Grey tin, the diamond-structure form of the element, is a plain crystal: one kind of atom, four equal bonds each. Change the density functional in the input and it settles at another volume with another stiffness. In practice one wants to know which of these shifts need action and which belong to the last digit. The questions below start with the size of the cell and end with the run that is still missing.

Plane-wave DFT calculations with ABINIT 10.8.3 for grey tin (two-atom cell), without spin polarisation, spin–orbit coupling or a dispersion correction, on a 7 × 7 × 7 k mesh with Fermi–Dirac smearing of 0.05 eV. Equilibrium volume, bulk modulus and its slope with pressure come from a fit to energies at seven volumes; the given cell has 33.80 Å³/atom.

```
functional                               potentials  wave cutoff  equilibrium volume (Å³/atom)  equilibrium volume change (% of the given cell)  bulk modulus (GPa)  bulk modulus slope
       LDA                      JTH-PAW-LDA-v2.0-sp   408.171 eV                         34.03                                            0.660               44.70               5.170
    PBEsol  PseudoDojo-NC-SR-PBEsol-v0.4.1-standard    979.61 eV                         35.08                                            3.770               41.20               5.040
    LDA-PZ                      JTH-PAW-LDA-v2.0-sp   408.171 eV                         34.04                                            0.690               44.90               5.080
 LDA-Teter                      JTH-PAW-LDA-v2.0-sp   408.171 eV                         34.06                                            0.770               44.50               5.170
   LDA-VWN                      JTH-PAW-LDA-v2.0-sp   408.171 eV                         34.00                                            0.580               44.80               5.170
```

### 1. Which setting gives the largest crystal, and does it matter?

PBEsol does, by about 1.0 Å³ per atom, or 3%, over the mean of the four LDA rows. Volume goes with the cube of length, so the cubic edge grows by only 1%, from about 6.48 to 6.55 Å. That is still enough to spoil a model of a strained film, where the strain under study may itself be about a percent. The remedy is to relax the reference crystal with the same functional and potentials as the film.

### 2. The volume changes are positive in every row. Does LDA make tin too large?

The column cannot show that, because it counts from the cell that went into the calculation, 33.80 Å³ per atom, and not from a measurement. A positive entry says only that the crystal would expand if released from that cell. The measured volume, roughly recalled, is about 34 Å³ per atom, which is close to the LDA rows and about 1 Å³ below the PBEsol row. Such closeness is no proof of quality, since errors of the functional, the potentials and the missing thermal motion can offset each other.

### 3. The LDA total energies differ by 43 meV per atom. Why do the volumes hardly move?

The four LDA rows use different formulas for the same quantity, the exchange and correlation energy of a uniform electron gas. The formulas disagree slightly, and most of the disagreement is the same whether the crystal is squeezed or stretched. A constant added to an energy curve lifts it without moving its minimum. Only the part that changes with volume acts as a pressure, and only a pressure changes the size of the crystal.

LDA-Teter and LDA-VWN, the largest and smallest of the four, show how this works. Teter's energy lies above VWN's by 35.34 meV per atom at the smallest volume computed, 31.77 Å³, and by 33.21 meV at the largest, 35.83 Å³. The gap shrinks as the crystal expands, so Teter favours expansion a little more:

extra pressure = (35.34 − 33.21) meV / (35.83 − 31.77) Å³ = 0.525 meV/Å³ = 0.084 GPa

The bulk modulus is the resistance to a change of volume, so dividing the pressure by it gives the relative expansion:

extra volume = 34.0 Å³ × 0.084 GPa / 44.7 GPa = 0.064 Å³

The table has 0.06 Å³. No parameter was adjusted, but the volumes come from these same energy curves, so the agreement confirms the reasoning and is no independent test of the calculation. The lesson carries over to any change of setting: ask how the energy difference varies with volume, not how big it is.

### 4. Why, then, does PBEsol shift the volume so much more?

By the same rule, its energy must differ from LDA's in a way that depends strongly on volume. The pressures show that it does: held at 33.80 Å³, the PBEsol crystal pushes outward with 1.66 GPa, the LDA crystals with about 0.3 GPa.

Theory supplies a reason. LDA treats each point in the crystal as if it sat in a uniform electron gas, and this usually binds atoms too tightly. PBEsol also looks at how steeply the density varies. When atoms move apart, the density between them thins out and becomes more uneven relative to its own size, and the gradient terms for exchange then lower the energy further. Those for correlation work against this, but on balance the stretched crystal is expected to gain more than the squeezed one, which amounts to an outward pressure. Silicon and germanium, with the same kind of bonds, are known to follow the same order.

The full 1.0 Å³ should not be credited to the functional, however. The PBEsol row also has other potentials, which treat 14 electrons per atom explicitly, while those of the LDA rows treat 4. The ten extra electrons are the filled 4d shell, which can respond to its surroundings in one case and is frozen into the core in the other. That response may vary with volume too, and the table has no row that isolates it.

### 5. PBEsol has the lowest bulk modulus. Are its bonds softer?

Only when each crystal is taken at its own resting size. There the PBEsol modulus is 8% below the LDA mean. At the common volume of 33.80 Å³ the order turns round, and the pressures of the runs make PBEsol 7% stiffer.

The reversal comes from the state of the bonds. A stretched bond resists further change less, and a squeezed one more, because repulsion between the atoms rises steeply at short range. The bulk modulus slope measures this: the modulus gains about 5 GPa for each GPa of pressure. For PBEsol at 33.80 Å³ this gives 41.2 + 5.04 × 1.66 = 49.6 GPa, against 49.7 GPa taken directly from the pressures.

So the larger volume more than accounts for the low modulus in the table. For practical work, a stiffness should be quoted together with the volume at which it was computed. Elastic data from a cell fixed at a given size and data from a relaxed cell can rank these two setups, functional and potentials together, in opposite order. The PBEsol modulus at rest may also be slightly less secure, since two of its seven computed volumes lie above the minimum, against three in each LDA row.

### 6. Is LDA-PZ really larger than plain LDA?

The difference is 0.01 Å³, and it should be read as a tie. Each run gives the pressure twice, once directly and once as the slope of the energy curve. In the other three LDA rows the two agree to about 0.002 GPa at 33.80 Å³, but in LDA-PZ they differ by 0.014 GPa. That mismatch is worth about 0.01 Å³, as much as the difference in question.

An incomplete plane-wave basis also makes the direct pressure too low, but the four LDA rows share potentials and cutoff, so it should affect them alike. The excess therefore points to the PZ formula itself. It is built from two pieces, for high and low density, which do not join perfectly smoothly, and this may also be why its bulk modulus slope is 5.08 where the other LDA rows have 5.17. No run here tests that suspicion, so neither oddity should be read as a property of tin.

The absolute volumes deserve less trust than the differences among the LDA rows. The runs find no band gap at any volume, and in such a crystal the result can depend on the k mesh and the smearing, of which only one choice was computed. The LDA runs also warn that the spheres around neighbouring atoms, inside which the potentials are constructed, overlap. These errors should be much the same in the four LDA rows and largely cancel between them, but they remain in each volume taken alone.

### 7. Which single run would teach the most?

It would be LDA with 14-electron potentials of the same type and at the same cutoff as the PBEsol row. Set against PBEsol, it would give the effect of the functional; set against the present LDA rows, that of the potentials and their cutoff. A fifth electron-gas formula would add little, because the four at hand already agree within 0.06 Å³ and 0.4 GPa. Until that run exists, the 1.0 Å³ is best quoted as the difference between two complete setups. The analysis printed below lists the pressures, moduli and differences used here.

Numerical output:

```
Size and stiffness:
        row  cubic edge in A  bond length in A  modulus at 33.80 A^3 from pressures in GPa  same from Murnaghan in GPa
        LDA            6.481             2.806                                       46.43                       46.27
     PBEsol            6.547             2.835                                       49.67                       49.67
     LDA-PZ            6.482             2.807                                       46.53                       46.52
  LDA-Teter            6.483             2.807                                       46.48                       46.28
    LDA-VWN            6.479             2.806                                       46.35                       46.17
Pressure at 33.80 A^3:
        row  pressure in GPa  energy-curve pressure less printed pressure in GPa  volume worth of mismatch in A^3
        LDA           0.2976                                            0.001722                         0.001311
     PBEsol            1.658                                             0.01779                          0.01515
     LDA-PZ           0.3018                                             0.01416                          0.01073
  LDA-Teter           0.3454                                            0.001649                         0.001262
    LDA-VWN           0.2616                                            0.001686                         0.001279
PBEsol volume less mean of LDA rows, A^3/atom: 1.047
the same in percent of the LDA mean: 3.078
PBEsol cubic edge above LDA mean, percent: 1.016
spread of volume among LDA rows, A^3/atom: 0.06
spread of bulk modulus among LDA rows, GPa: 0.4
PBEsol modulus at own minimum against LDA mean, percent: -7.881
PBEsol modulus at 33.80 A^3 against LDA mean, percent: 6.951
spread of LDA total energies at 33.80 A^3, meV/atom: 42.95
Teter less VWN pressure from change of energy offset, GPa: 0.08409
Teter less VWN volume estimated from that pressure, A^3/atom: 0.06399
Teter less VWN volume in the table, A^3/atom: 0.06
LDA-PZ less LDA volume with more digits, A^3/atom: 0.01127
```
